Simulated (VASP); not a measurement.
# CuO (P-6m2) in VASP: further runs, part 2 of 2

VASP 6.6.1. Earlier steps stand in the parts before.

## 4. Electric field gradients, LDA

INCAR reads:

```
  PREC = Accurate
  ENCUT = 520
  EDIFF = 1E-8
  ISMEAR = 0
  SIGMA = 0.02
  LREAL = F
  LASPH = T
  NELM = 60
  ALGO = Normal
  ISIF = 2
  LWAVE = F
  LCHARG = F
  GGA = CA
  LEFG = T
```

KPOINTS reads:

```
Automatic mesh
0
Gamma
  11 11 10
```

POSCAR reads:

```
CuO
1.0
    2.8363251100      0.0000000000      0.0000000000
   -1.4181625500      2.4563296000      0.0000000000
    0.0000000000      0.0000000000      2.7681127800
Cu O
1 1
Direct
    0.0000000000      0.0000000000      0.0000000000
    0.6666666667      0.3333333333      0.5000000000
```

Potentials or basis: VASP PAW LDA potentials, release 64 (Cu, O).

On the command line:

```console
$ cat potpaw_LDA.64/Cu/POTCAR potpaw_LDA.64/O/POTCAR > POTCAR
$ mpirun -np 1 vasp_std > vasp.out
```

OUTCAR:

```text
PREC = Accurate
   ENCUT = 520
   EDIFF = 1E-8
   ISMEAR = 0
   LREAL = F
   LASPH = T
   NELM = 60
   ISIF = 2
   GGA = CA

 ion  position               nearest neighbor table
   1  0.000  0.000  0.000-   2 2.14   2 2.14   2 2.14   2 2.14   2 2.14   2 2.14
   2  0.667  0.333  0.500-   1 2.14   1 2.14   1 2.14   1 2.14   1 2.14   1 2.14

  LATTYP: Found a hexagonal cell.
 ALAT       =     2.8363251100
 C/A-ratio  =     0.9759504544

  Lattice vectors:

 A1 = (   2.8363251100,   0.0000000000,   0.0000000000)
 A2 = (  -1.4181625500,   2.4563296000,   0.0000000000)
 A3 = (   0.0000000000,   0.0000000000,   2.7681127800)

Analysis of symmetry for initial positions (statically):
=====================================================================
 Subroutine PRICEL returns:
 Original cell was already a primitive cell.

 Routine SETGRP: Setting up the symmetry group for a
 hexagonal supercell.

 Subroutine GETGRP returns: Found 12 space group operations
 (whereof 12 operations were pure point group operations)
 out of a pool of 24 trial point group operations.

The static configuration has the point symmetry D_3h.

Analysis of symmetry for dynamics (positions and initial velocities):
=====================================================================
 Subroutine PRICEL returns:
 Original cell was already a primitive cell.

 Routine SETGRP: Setting up the symmetry group for a
 hexagonal supercell.

 Subroutine GETGRP returns: Found 12 space group operations
 (whereof 12 operations were pure point group operations)
 out of a pool of 24 trial point group operations.

The dynamic configuration has the point symmetry D_3h.

 Subroutine INISYM returns: Found 12 space group operations
 (whereof 12 operations are pure point group operations),
 and found     1 'primitive' translations

----------------------------------------------------------------------------------------

                                     Primitive cell

  volume of cell :      19.2853

  direct lattice vectors                    reciprocal lattice vectors
     2.836325110  0.000000000  0.000000000     0.352568892  0.203555744  0.000000000
    -1.418162550  2.456329600  0.000000000     0.000000000  0.407111489  0.000000000
     0.000000000  0.000000000  2.768112780     0.000000000  0.000000000  0.361256957

  length of vectors
     2.836325110  2.836325109  2.768112780     0.407111488  0.407111489  0.361256957

  position of ions in fractional coordinates (direct lattice)
     0.000000000  0.000000000  0.000000000
     0.666666667  0.333333333  0.500000000

  ion indices of the primitive-cell ions
   primitive index   ion index
                 1           1
                 2           2

----------------------------------------------------------------------------------------

 KPOINTS: Automatic mesh

Automatic generation of k-mesh.
 Grid dimensions read from file:
 generate k-points for:   11   11   10

 Generating k-lattice:

[... 80 lines left out ...]
     AMIX     =   0.40;   BMIX     =  1.00
     AMIX_MAG =   1.60;   BMIX_MAG =  1.00
  volume/ion in A,a.u.               =       9.64        65.07
  Fermi-wavevector in a.u.,A,eV,Ry     =   1.569696  2.966296 33.524031  2.463947
  Thomas-Fermi vector in A             =   2.671540
   LORBIT       =      0    0 simple, 1 ext, 2 COOP (PROOUT), +10 PAW based schemes
   GGA     = CA    functional components
   LHFCALC =     F    Hartree Fock is set to
   AEXX    =    0.0000 exact exchange contribution
   IVDW    =     0    specifies the selected vdW correction
   LEPSILON=     F    determine dielectric tensor
   LRPA    =     F    only Hartree local field effects (RPA)
 non-spin polarized calculation
 Gauss-broadening in eV      SIGMA  =   0.02
  energy-cutoff  :      520.00
  volume of cell :       19.29
 maximum number of plane-waves:       533
 NGX is ok and might be reduce to    24
   NGX = 11   NGY = 11   NGZ = 11

 number of electron      17.0000005 magnetization

 Free energy of the ion-electron system (eV)
  ---------------------------------------------------
  ext. energy  EPLUGINS =         0.00000000
  ---------------------------------------------------
  free energy    TOTEN  =       -10.91055394 eV

  energy without entropy =      -10.90938849  energy(sigma->0) =      -10.90997122

 E-fermi :   5.4435     XC(G=0): -12.8472

 val. band max:        5.4424836933   @ k =   0.3636   0.0000   0.3000
 cond. band min:       5.4545120532   @ k =   0.2727   0.0000   0.3000
 fundamental gap:      0.0120283600
 Fermi energy:         5.4435280397

 k-point     1 :       0.0000    0.0000    0.0000
  band No.  band energies     occupation
      1     -13.4761      2.00000
      2       1.8761      2.00000
      3       1.8761      2.00000
      4       2.2289      2.00000
      5       2.8465      2.00000
      6       3.6598      2.00000
      7       3.6598      2.00000
      8       5.3391      2.00000
      9       5.3391      2.00000
     10       6.5743      0.00000
     11      20.4989      0.00000
     12      21.9360      0.00000
[... 331 lines left out ...]
 k-point    24 :       0.1818    0.0909    0.1000
  band No.  band energies     occupation
      1     -12.8549      2.00000
      2       0.3283      2.00000
      3       1.5078      2.00000
      4       2.0509      2.00000
      5       2.7012      2.00000
      6       3.5361      2.00000
      7       4.2084      2.00000
      8       4.6773      2.00000
      9       4.9976      2.00000
     10       9.5122      0.00000
     11      17.6196      0.00000
     12      20.4627      0.00000

 [... further k-points ...]

------------------------ aborting loop because EDIFF is reached ----------------------------------------

  FORCE on cell =-STRESS in cart. coord.  units (eV):
  Direction    XX          YY          ZZ          XY          YZ          ZX
  --------------------------------------------------------------------------------------
  -------------------------------------------------------------------------------------
  Total       -1.3856833     -1.3856833     -2.9801979     -0.0000000     -0.0000000      0.0000000
  in kB     -115.1192966   -115.1192967   -247.5878095     -0.0000002     -0.0000000      0.0000000
  external PRESSURE =    -159.2754676 kB  Pullay stress =       0.0000000 kB

 VOLUME and BASIS-vectors are now :
 -----------------------------------------------------------------------------
  energy-cutoff  :      520.00
  volume of cell :       19.29
      direct lattice vectors                 reciprocal lattice vectors
     2.836325110  0.000000000  0.000000000     0.352568892  0.203555744  0.000000000
    -1.418162550  2.456329600  0.000000000     0.000000000  0.407111489  0.000000000
     0.000000000  0.000000000  2.768112780     0.000000000  0.000000000  0.361256957

 POSITION                                       TOTAL-FORCE (eV/Angst)
 -----------------------------------------------------------------------------------
      0.00000      0.00000      0.00000        -0.000000      0.000000      0.000000
      1.41816      0.81878      1.38406         0.000000      0.000000      0.000000
 -----------------------------------------------------------------------------------
    total drift:                               -0.000000      0.000000      0.000000

  FREE ENERGIE OF THE ION-ELECTRON SYSTEM (eV)
  ---------------------------------------------------
  free  energy   TOTEN  =       -10.9105539397 eV

  energy  without entropy=      -10.9093884929  energy(sigma->0) =      -10.90997122

 Electric field gradients (V/A^2)
---------------------------------------------------------------------
 ion       V_xx      V_yy      V_zz      V_xy      V_xz      V_yz
---------------------------------------------------------------------
   1     -27.016   -27.016    54.032     0.000     0.000    -0.000
   2     -12.799   -12.800    25.599    -0.001     0.000    -0.000
---------------------------------------------------------------------

 Electric field gradients after diagonalization (V/A^2)
 (convention: |V_zz| > |V_xx| > |V_yy|)
----------------------------------------------------------------------
 ion       V_xx      V_yy      V_zz     asymmetry (V_yy - V_xx)/ V_zz
----------------------------------------------------------------------
   1     -27.016   -27.016    54.032       0.000
   2     -12.801   -12.798    25.599       0.000
----------------------------------------------------------------------

           NMR quadrupolar parameters

 Cq : quadrupolar parameter    Cq=e*Q*V_zz/h
 eta: asymmetry parameters     (V_yy - V_xx)/ V_zz
 Q  : nuclear electric quadrupole moment in mb (millibarn)
----------------------------------------------------------------------
 ion       Cq(MHz)       eta       Q (mb)
----------------------------------------------------------------------
   1       0.131       0.000       1.000
   2       0.062       0.000       1.000
----------------------------------------------------------------------
```

OSZICAR:

```text
N       E                     dE             d eps       ncg     rms          rms(c)
DAV:   1     0.105866164641E+03    0.10587E+03   -0.87939E+03  2396   0.221E+03
DAV:   2    -0.487985060000E+01   -0.11075E+03   -0.10097E+03  2372   0.343E+02
DAV:   3    -0.136631166059E+02   -0.87833E+01   -0.82382E+01  2816   0.109E+02
DAV:   4    -0.138321060315E+02   -0.16899E+00   -0.16712E+00  2604   0.149E+01
DAV:   5    -0.138346930794E+02   -0.25870E-02   -0.25868E-02  2948   0.187E+00    0.115E+01
DAV:   6    -0.131454570724E+02    0.68924E+00   -0.19620E+01  2916   0.158E+02    0.107E+01
DAV:   7    -0.109328751747E+02    0.22126E+01   -0.61791E+00  2880   0.123E+02    0.163E+00
DAV:   8    -0.109429116829E+02   -0.10037E-01   -0.48162E-01  2672   0.845E+00    0.109E+00
DAV:   9    -0.109126318850E+02    0.30280E-01   -0.18909E-02  4112   0.782E+00    0.392E-01
DAV:  10    -0.109107934267E+02    0.18385E-02   -0.39272E-03  3544   0.220E+00    0.166E-01
DAV:  11    -0.109105711446E+02    0.22228E-03   -0.17980E-03  2828   0.496E-01    0.408E-02
DAV:  12    -0.109105554991E+02    0.15645E-04   -0.96232E-05  2924   0.396E-01    0.154E-02
DAV:  13    -0.109105546723E+02    0.82677E-06   -0.11317E-05  3356   0.116E-01    0.700E-03
DAV:  14    -0.109105541106E+02    0.56168E-06   -0.21451E-06  3536   0.299E-02    0.314E-03
DAV:  15    -0.109105539439E+02    0.16675E-06   -0.35298E-07  3708   0.318E-02    0.855E-04
DAV:  16    -0.109105539397E+02    0.42060E-08   -0.47441E-08  2912   0.731E-03
   1 F= -.10910554E+02 E0= -.10909971E+02  d E =-.116545E-02
```

stdout:

```text
POSCAR found type information on POSCAR CuO
 POSCAR found :  2 types and       2 ions
 scaLAPACK will be used
 LDA part: xc-table for (Slater(with rela. corr.)+CA(PZ))
 , standard interpolation
 POSCAR, INCAR and KPOINTS ok, starting setup
 FFT: planning ... GRIDC
 FFT: planning ... GRID_SOFT
 FFT: planning ... GRID
 WAVECAR not read
 entering main loop
ion   1

ion   2
```

Wall time 14 s (1 thread of AMD EPYC 9R45 (Zen 5), shared host); peak memory 0.11 GiB.

What came out:

- Free energy: -10.9106 eV
- Pressure: -15.9 GPa
- Band gap on the k mesh: none (metal or under the smearing width)

Stress tensor (GPa, compression positive):
```
-11.51   0.00   0.00
  0.00 -11.51   0.00
  0.00   0.00 -24.76
```

Electric field gradients, principal values (V/Å²):
| atom | Vxx | Vyy | Vzz |
| --- | --- | --- | --- |
| 1 Cu | -27.016 | -27.016 | 54.032 |
| 2 O | -12.798 | -12.801 | 25.599 |

Caveat: so large a pressure means that the cell lies far from this level's equilibrium, or that cutoff or potentials fall short; an odd number of electrons without spin polarisation forces a metal; a magnetic or distorted state may lie lower; the run has no spin polarisation, though such a crystal can be magnetic; semilocal functionals often make such compounds metallic where correlation or magnetic order opens a gap, which also shifts bond lengths.

## 5. The runs side by side

| task | k mesh for the DOS | occupations for the DOS | gap on the mesh (eV) | pressure (GPa) |
| --- | --- | --- | --- | --- |
| optical spectrum | - | - | none | -16.0 |
| density of states | 17 × 17 × 15 | tetrahedron | - | - |
| electric field gradients | - | - | none | -15.9 |

Alike in all rows: level LDA; potentials or basis VASP PAW LDA potentials, release 64 (Cu, O); no spin polarisation; cell as given; k mesh 11 × 11 × 10; cutoff (eV) 520; smearing gaussian 0.02 eV.

Caveats: an odd number of electrons without spin polarisation forces a metal; a magnetic or distorted state may lie lower; the run has no spin polarisation, though such a crystal can be magnetic; semilocal functionals often make such compounds metallic where correlation or magnetic order opens a gap, which also shifts bond lengths; so large a pressure means that the cell lies far from this level's equilibrium, or that cutoff or potentials fall short (some runs); spectra need much finer meshes, so this one isn't converged (some runs); independent-particle spectra lack excitons (some runs).

Total energies depend on the potentials used, so only differences within one code and one set of settings carry meaning.
